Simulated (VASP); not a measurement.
**Si under biaxial strain in the (001) plane**

How do the elastic response and the band edges of Si follow biaxial strain in the (001) plane?

Method: PBE; plane waves and PAW (Si), in the first sound run; inputs show where later runs differ, in VASP 6.6.1.

**1. The structure**

Symmetry: Fd-3m, No. 227, cubic system. Conventional cell: a = 5.431 Å, b = 5.431 Å, c = 5.431 Å, α = 90.00°, β = 90.00°, γ = 90.00°. Si has 4 Si at 2.35 Å nearest.

Coordinates:

```cif
data_structure
_symmetry_space_group_name_H-M 'Fd-3m:1'
_symmetry_Int_Tables_number 227
_cell_length_a 5.4310
_cell_length_b 5.4310
_cell_length_c 5.4310
_cell_angle_alpha 90.000
_cell_angle_beta 90.000
_cell_angle_gamma 90.000
_cell_volume 160.19
loop_
_atom_site_label
_atom_site_type_symbol
_atom_site_symmetry_multiplicity
_atom_site_Wyckoff_symbol
_atom_site_fract_x
_atom_site_fract_y
_atom_site_fract_z
_atom_site_occupancy
Si1 Si 8 b 0.00000 0.00000 0.50000 1
```

**2. Relax the crystal, PBE**

The series starts from the cell that this level prefers, so that zero strain is near zero stress.

This step took 2 runs in a row; the last is shown.

Level: PBE; plane waves and PAW (Si).

INCAR

```
SYSTEM = Si
PREC = Accurate
ENCUT = 450
EDIFF = 1E-07
NELM = 120
ISMEAR = 0
SIGMA = 0.02
LREAL = .FALSE.
ALGO = Normal
GGA = PE
NBANDS = 10
LORBIT = 11
LWAVE = .FALSE.
LCHARG = .FALSE.
KPAR = 8
IBRION = 2
NSW = 40
ISIF = 3
EDIFFG = -0.005
POTIM = 0.4
```

POSCAR

```
Si
1.0
    0.0000000000      2.7342232666      2.7342232666
    2.7342232666      0.0000000000      2.7342232666
    2.7342232666      2.7342232666      0.0000000000
Si
2
Direct
    0.0000000000      0.0000000000      0.0000000000
    0.2500000000      0.2500000000      0.2500000000
```

KPOINTS

```
Automatic mesh
0
Gamma
10 10 10
0 0 0
```

The projector-augmented-wave data sets are Si (PBE family, release 64).

Run with:

```bash
> mpirun -np 8 vasp_std
```

The log of the run:

```text
[banner, memory and clock lines left out]
running    8 mpi-ranks, on    1 nodes
[...]
|                                                                             |
|           W    W    AA    RRRRR   N    N  II  N    N   GGGG   !!!           |
|           W    W   A  A   R    R  NN   N  II  NN   N  G    G  !!!           |
|           W    W  A    A  R    R  N N  N  II  N N  N  G       !!!           |
|           W WW W  AAAAAA  RRRRR   N  N N  II  N  N N  G  GGG   !            |
|           WW  WW  A    A  R   R   N   NN  II  N   NN  G    G                |
|           W    W  A    A  R    R  N    N  II  N    N   GGGG   !!!           |
|                                                                             |
|     For optimal performance we recommend to set                             |
|       NCORE = 2 up to number-of-cores-per-socket                            |
|     NCORE specifies how many cores store one orbital (NPAR=cpu/NCORE).      |
|     This setting can greatly improve the performance of VASP for DFT.       |
[...]
|     Unfortunately you need to use the default for GW and RPA                |
|     calculations (for HF NCORE is supported but not extensively tested      |
|     yet).                                                                   |
|                                                                             |

 LDA part: xc-table for (Slater+PW92), standard interpolation
 POSCAR, INCAR and KPOINTS ok, starting setup
[...]
entering main loop
       N       E                     dE             d eps       ncg     rms          rms(c)
DAV:   1     0.508140250601E+01    0.50814E+01   -0.30203E+03   940   0.547E+02
DAV:   2    -0.105739073353E+02   -0.15655E+02   -0.14648E+02  1272   0.783E+01
DAV:   3    -0.110141970827E+02   -0.44029E+00   -0.43949E+00  1232   0.119E+01
DAV:   4    -0.110174959230E+02   -0.32988E-02   -0.32984E-02  1174   0.115E+00
[...]
DAV:  11    -0.108492326525E+02   -0.50906E-06   -0.15139E-06  1196   0.702E-03    0.282E-03
DAV:  12    -0.108492328974E+02   -0.24495E-06   -0.44986E-07  1014   0.438E-03    0.856E-04
DAV:  13    -0.108492329061E+02   -0.86528E-08   -0.26680E-09   558   0.376E-04
   1 F= -.10849233E+02 E0= -.10849233E+02  d E =-.108492E+02
[...]
reached required accuracy - stopping structural energy minimisation
```

The job ended after 4.4 s (8 MPI ranks of Intel Xeon Platinum 8488C (Sapphire Rapids), shared host; peak memory 1.2 GiB).

Lines that name or quote the potential files are left out of all logs, and their timing lines are given in words.

From OUTCAR (step 2):

```text
  Total        0.0015831      0.0015831      0.0015831     -0.0000000      0.0000000      0.0000000
  in kB        0.0620422      0.0620422      0.0620422     -0.0000000      0.0000000      0.0000000
  external PRESSURE =       0.0620422 kB  Pullay stress =       0.0000000 kB

 POSITION                                       TOTAL-FORCE (eV/Angst)
 -----------------------------------------------------------------------------------
      0.00000      0.00000      0.00000        -0.000000     -0.000000     -0.000000
      1.36711      1.36711      1.36711         0.000000      0.000000      0.000000
 -----------------------------------------------------------------------------------
    total drift:                                0.000000      0.000000     -0.000000

  FREE ENERGIE OF THE ION-ELECTRON SYSTEM (eV)
  ---------------------------------------------------
  free  energy   TOTEN  =       -10.8492329061 eV

  energy  without entropy=      -10.8492329061  energy(sigma->0) =      -10.84923291

 reached required accuracy - stopping structural energy minimisation

[... 3 further parts left out ...]
[key lines of the parts left out:]
E-fermi :   5.7408
```

Numbers from this step:

| Property | Result |
| --- | --- |
| energy(sigma→0) of the program | -10.8492 eV |
| stress, compression positive | xx, yy, zz 0.01, 0.01, 0.01 GPa |
| volume | 40.882 Å³ |
| ionic steps | 1 |

**3. Strain along the normal, PBE**

One member in full: the plane is strained by 2 %, and the strain along the normal is moved by secant steps until the normal stress is under 0.012 GPa or five steps are spent; the atoms relax at each step.

This step took 2 runs, each at a new trial strain with the atoms of the one before; the last is shown.

Level: PBE; plane waves and PAW (Si).

Changes to INCAR since step 2:

```diff
@@ -14,7 +14,7 @@
 LCHARG = .FALSE.
-KPAR = 8
-IBRION = 2
-NSW = 40
-ISIF = 3
-EDIFFG = -0.005
-POTIM = 0.4
+KPAR = 2
+IBRION = 1
+NSW = 25
+ISIF = 2
+EDIFFG = -0.004
+POTIM = 0.3
```

POSCAR

```
Si
1.0
    0.0000000000      2.7889077320      2.6935752280
    2.7889077320      0.0000000000      2.6935752280
    2.7889077320      2.7889077320      0.0000000000
Si
2
Direct
    0.0000000000      0.0000000000      0.0000000000
    0.2500000000      0.2500000000      0.2500000000
```

KPOINTS is that of step 2.

Run with:

```bash
> mpirun -np 2 vasp_std
```

The log of the run:

```text
[banner, memory and clock lines left out]
running    2 mpi-ranks, on    1 nodes
[...]
LDA part: xc-table for (Slater+PW92), standard interpolation
 POSCAR, INCAR and KPOINTS ok, starting setup
[...]
entering main loop
       N       E                     dE             d eps       ncg     rms          rms(c)
DAV:   1     0.470136181723E+01    0.47014E+01   -0.29241E+03  2040   0.544E+02
DAV:   2    -0.105234606928E+02   -0.15225E+02   -0.14501E+02  2910   0.787E+01
DAV:   3    -0.109836911514E+02   -0.46023E+00   -0.45911E+00  2588   0.118E+01
DAV:   4    -0.109875215524E+02   -0.38304E-02   -0.38300E-02  2514   0.133E+00
[...]
DAV:  11    -0.108328155176E+02   -0.61395E-06   -0.14996E-06  2600   0.694E-03    0.257E-03
DAV:  12    -0.108328157561E+02   -0.23853E-06   -0.44069E-07  2226   0.432E-03    0.786E-04
DAV:  13    -0.108328157660E+02   -0.98948E-08   -0.25513E-09  1234   0.370E-04
   1 F= -.10832816E+02 E0= -.10832816E+02  d E =-.108328E+02
 BRION: g(F)=  0.704E-50 g(S)=  0.000E+00
 reached required accuracy - stopping structural energy minimisation
```

Run time: 18 s. Hardware: 2 MPI ranks; peak memory 0.31 GiB.

OUTCAR, selected parts (step 3):

```text
  Total       -0.8246398     -0.8246398      0.0009629      0.0000000      0.0000000     -0.0000000
  in kB      -31.5317066    -31.5317066      0.0368183      0.0000000      0.0000000     -0.0000000
  external PRESSURE =     -21.0088650 kB  Pullay stress =       0.0000000 kB

 POSITION                                       TOTAL-FORCE (eV/Angst)
 -----------------------------------------------------------------------------------
      0.00000      0.00000      0.00000        -0.000000     -0.000000     -0.000000
      1.39445      1.39445      1.34679         0.000000      0.000000      0.000000
 -----------------------------------------------------------------------------------
    total drift:                                0.000000      0.000000      0.000000

  FREE ENERGIE OF THE ION-ELECTRON SYSTEM (eV)
  ---------------------------------------------------
  free  energy   TOTEN  =       -10.8328157660 eV

  energy  without entropy=      -10.8328157660  energy(sigma->0) =      -10.83281577

[... 1 part as in an earlier step ...]

[... 3 further parts left out ...]
[key lines of the parts left out:]
E-fermi :   5.6776
```

Read from the output:

```
energy(sigma→0) of the program : -10.8328 eV
stress, compression positive   : xx, yy, zz -3.15, -3.15, 0.00 GPa
ionic steps                    : 1
```

**4. Band edges, TB-mBJ with spin-orbit coupling**

Short lines in KPOINTS_OPT sample the zone centre along and across the normal of the plane, for masses, and the other valleys.

Level: TB-mBJ, spin-orbit coupling; plane waves and PAW (Si).

TB-mBJ has no energy functional, so the total energy, stress and pressure in this output mean nothing.

INCAR

```
SYSTEM = Si
PREC = Accurate
ENCUT = 450
EDIFF = 1E-06
NELM = 150
ISMEAR = 0
SIGMA = 0.02
LREAL = .FALSE.
ALGO = Normal
METAGGA = MBJ
LASPH = .TRUE.
LNONCOLLINEAR = .TRUE.
MAGMOM = 0 0 0 0 0 0
NBANDS = 18
GGA_COMPAT = .FALSE.
LSORBIT = .TRUE.
LWAVE = .FALSE.
LCHARG = .FALSE.
KPAR = 2
```

POSCAR is that of step 3.

KPOINTS

```
Automatic mesh
0
Gamma
8 8 8
0 0 0
```

KPOINTS_OPT

```
Line mode
6
Line-mode
Reciprocal
  0.00000000   0.00000000   0.00000000
  0.02143479   0.02143479   0.00000000

  0.00000000   0.00000000   0.00000000
 -0.00000000  -0.02219342  -0.02219342

  0.31000000   0.31000000   0.00000000
  0.50000000   0.50000000   0.00000000

  0.00000000   0.31000000   0.31000000
  0.00000000   0.50000000   0.50000000

  0.45000000   0.45000000   0.45000000
  0.50000000   0.50000000   0.50000000

  0.45000000   0.00000000   0.00000000
  0.50000000   0.00000000   0.00000000

  0.42500000   0.42500000   0.00000000
  0.42500000   0.44719342   0.02219342

  0.50000000   0.50000000   0.50000000
  0.48430688   0.51569312   0.50000000
```

Run with:

```bash
> mpirun -np 2 vasp_ncl
```

The log of the run:

```text
[banner, memory and clock lines left out]
running    2 mpi-ranks, on    1 nodes
[...]
|                                                                             |
|               ----> ADVICE to this user running VASP <----                  |
|                                                                             |
|     You enforced a specific xc type in the INCAR file but a different       |
|     [... a line on the potential file left out ...]
|     I HOPE YOU KNOW WHAT YOU ARE DOING!                                     |
|                                                                             |

 LDA part: xc-table for (None), standard interpolation
 POSCAR, INCAR and KPOINTS ok, starting setup
[...]
entering main loop
       N       E                     dE             d eps       ncg     rms          rms(c)
DAV:   1     0.659506966442E+02    0.65951E+02   -0.26233E+03  2124   0.631E+02
DAV:   2     0.469730523188E+02   -0.18978E+02   -0.17386E+02  2860   0.104E+02
DAV:   3     0.461754226436E+02   -0.79763E+00   -0.78867E+00  2644   0.180E+01
DAV:   4     0.461697751029E+02   -0.56475E-02   -0.56450E-02  2658   0.198E+00
[...]
DAV:  31     0.485922717870E+02   -0.38812E-05   -0.71528E-12  1134   0.243E-05    0.575E-06
DAV:  32     0.485922729791E+02    0.11922E-05   -0.54460E-12  1134   0.195E-05    0.639E-06
DAV:  33     0.485922731058E+02    0.12665E-06   -0.44130E-12  1134   0.151E-05
   1 F= 0.48592273E+02 E0= 0.48592273E+02  d E =-.110485E-23  mag=     0.0000     0.0000     0.0000
 Start KPOINTS_OPT (optional k-point list driver)
k-point batch [1-48\48]
       N       E                     dE             ncg
DAV:   1     0.137774222174E+04   -0.69388E+04     1728
DAV:   2     0.344418085619E+03   -0.10333E+04     2296
DAV:   3     0.302436717180E+03   -0.41981E+02     2208
DAV:   4     0.302085188275E+03   -0.35153E+00     2204
DAV:   5     0.302081466382E+03   -0.37219E-02     2188
DAV:   6     0.302081413641E+03   -0.52741E-04     2196
DAV:   7     0.302081412695E+03   -0.94616E-06     1812
```

Elapsed: 3.2 min, on 2 MPI ranks; peak memory 0.59 GiB.

Parts of OUTCAR (step 4):

```text
  LATTYP: Found a body centered tetragonal cell.
 ALAT       =     3.9441111388
 C/A-ratio  =     1.3658718698

 Subroutine GETGRP returns: Found 16 space group operations
 (whereof  8 operations were pure point group operations)

The static configuration has the point symmetry D_2d.
 The point group associated with its full space group is D_4h.

 Found     59 irreducible k-points:

   k-points           NKPTS =     59   k-points in BZ     NKDIM =     59   number of bands    NBANDS=     18

   dimension x,y,z NGX =    28 NGY =   28 NGZ =   28
   dimension x,y,z NGXF=    56 NGYF=   56 NGZF=   56

   ENCUT  =  450.0 eV  33.07 Ry    5.75 a.u.   6.71  6.71  6.82*2*pi/ulx,y,z

   NELECT =       8.0000    total number of electrons

 E-fermi :   5.2038

 k-point     1 :       0.0000    0.0000    0.0000
  band No.  band energies     occupation
    ...
      4       4.7961      1.00000
      5       4.8277      1.00000
      6       4.8277      1.00000
      7       5.0704      1.00000
      8       5.0704      1.00000
      9       7.9860      0.00000
     10       7.9860      0.00000
     11       8.1134      0.00000
     12       8.1134      0.00000
     13       8.1336      0.00000
    ...

 k-point     2 :       0.1250    0.0000    0.0000
  band No.  band energies     occupation
    ...
      4       3.4514      1.00000
      5       4.5540      1.00000
      6       4.5540      1.00000
      7       4.7598      1.00000
      8       4.7598      1.00000
      9       7.9088      0.00000
     10       7.9088      0.00000
     11       8.4394      0.00000
     12       8.4394      0.00000
     13       8.5009      0.00000
    ...

  Total       21.8497253     21.8497253     23.1750047      0.0000000      0.0000000      0.0000000
  in kB      835.4667399    835.4667399    886.1413765      0.0000000      0.0000000      0.0000000
  external PRESSURE =     852.3582855 kB  Pullay stress =       0.0000000 kB

 POSITION                                       TOTAL-FORCE (eV/Angst)
 -----------------------------------------------------------------------------------
      0.00000      0.00000      0.00000         0.000000      0.000000      0.000000
      1.39445      1.39445      1.34679        -0.000000     -0.000000     -0.000000
 -----------------------------------------------------------------------------------
    total drift:                                0.000000     -0.000000     -0.000000

  FREE ENERGIE OF THE ION-ELECTRON SYSTEM (eV)
  ---------------------------------------------------
  free  energy   TOTEN  =        48.5922731058 eV

  energy  without entropy=       48.5922731058  energy(sigma->0) =       48.59227311

 Spin-Orbit-Coupling matrix elements
 Ion:    1  E_soc:     -0.0003249
 Ion:    2  E_soc:     -0.0003249

[... 1 part as in an earlier step ...]

[... 7 further parts left out ...]
```

**5. Band edges, r2SCAN with spin-orbit coupling**

Short lines in KPOINTS_OPT sample the zone centre along and across the normal of the plane, for masses, and the other valleys.

Level: r2SCAN, spin-orbit coupling; plane waves and PAW (Si).

Changes to INCAR since step 4:

```diff
@@ -4,3 +4,3 @@
 EDIFF = 1E-06
-NELM = 150
+NELM = 100
 ISMEAR = 0
@@ -9,3 +9,3 @@
 ALGO = Normal
-METAGGA = MBJ
+METAGGA = R2SCAN
 LASPH = .TRUE.
```

POSCAR is that of step 4.

KPOINTS is that of step 4.

KPOINTS_OPT is that of step 4.

Run with:

```bash
> mpirun -np 2 vasp_ncl
```

The log of the run:

```text
[banner, memory and clock lines left out]
running    2 mpi-ranks, on    1 nodes
[...]
[... a notice as in an earlier step ...]

 LDA part: xc-table for (None), standard interpolation
 POSCAR, INCAR and KPOINTS ok, starting setup
[...]
entering main loop
       N       E                     dE             d eps       ncg     rms          rms(c)
DAV:   1     0.185036458925E+01    0.18504E+01   -0.27088E+03  2124   0.647E+02
DAV:   2    -0.178494483489E+02   -0.19700E+02   -0.18049E+02  2856   0.108E+02
DAV:   3    -0.186800792553E+02   -0.83063E+00   -0.81985E+00  2696   0.187E+01
DAV:   4    -0.186887998850E+02   -0.87206E-02   -0.87144E-02  2732   0.249E+00
[...]
DAV:  11    -0.175180034596E+02   -0.10662E-04   -0.24663E-06  2382   0.149E-02    0.129E-02
DAV:  12    -0.175180047839E+02   -0.13243E-05   -0.65958E-07  1858   0.699E-03    0.198E-03
DAV:  13    -0.175180047111E+02    0.72756E-07   -0.57294E-08  1254   0.180E-03
   1 F= -.17518005E+02 E0= -.17518005E+02  d E =-.208386E-24  mag=    -0.0000     0.0000    -0.0000
 Start KPOINTS_OPT (optional k-point list driver)
k-point batch [1-48\48]
       N       E                     dE             ncg
DAV:   1     0.140214625533E+04   -0.69144E+04     1728
DAV:   2     0.369670025269E+03   -0.10325E+04     2306
DAV:   3     0.328683116253E+03   -0.40987E+02     2234
DAV:   4     0.328218201795E+03   -0.46491E+00     2226
DAV:   5     0.328210414433E+03   -0.77874E-02     2184
DAV:   6     0.328210240623E+03   -0.17381E-03     2246
DAV:   7     0.328210235814E+03   -0.48089E-05     1870
DAV:   8     0.328210235574E+03   -0.24053E-06     1510
```

It took 5.9 min on 2 MPI ranks; peak memory 0.59 GiB; 12 min of CPU time.

From OUTCAR (step 5):

```text
  Total       -1.2562783     -1.2562783     -0.3429728      0.0000000      0.0000000     -0.0000000
  in kB      -48.0362425    -48.0362425    -13.1142306      0.0000000      0.0000000     -0.0000000
  external PRESSURE =     -36.3955719 kB  Pullay stress =       0.0000000 kB

 POSITION                                       TOTAL-FORCE (eV/Angst)
 -----------------------------------------------------------------------------------
      0.00000      0.00000      0.00000         0.000000      0.000000     -0.000000
      1.39445      1.39445      1.34679        -0.000000     -0.000000      0.000000
 -----------------------------------------------------------------------------------
    total drift:                                0.000000     -0.000000     -0.000000

  FREE ENERGIE OF THE ION-ELECTRON SYSTEM (eV)
  ---------------------------------------------------
  free  energy   TOTEN  =       -17.5180047111 eV

  energy  without entropy=      -17.5180047111  energy(sigma->0) =      -17.51800471

[... 2 parts as in an earlier step ...]

[... 1 further part left out ...]
[key lines of the parts left out:]
E-fermi :   5.5900
```

Numbers from this step:

* energy(sigma→0) of the program: -17.5180 eV
* stress, compression positive: xx, yy, zz -4.80, -4.80, -1.31 GPa

The run ends at a pressure of -3.64 GPa.

(Part 1 of 2 ends here.)

[Lines on the potential files, build, host, timing and source positions are cut from VASP's logs without a mark.]

[Logs are printed without paths, hosts, clocks, repeated set-up lines and the standing remarks that a program may print on its own settings, such as how far it seeks lower states.]

[Hosts, paths, dates, database ids (printed as entryN), source tags and the programs' standing remarks are cut or masked in the printed files.]

[In band tables of VASP the shares of atoms and orbitals are scaled to a sum of 1 inside the atoms' spheres.]
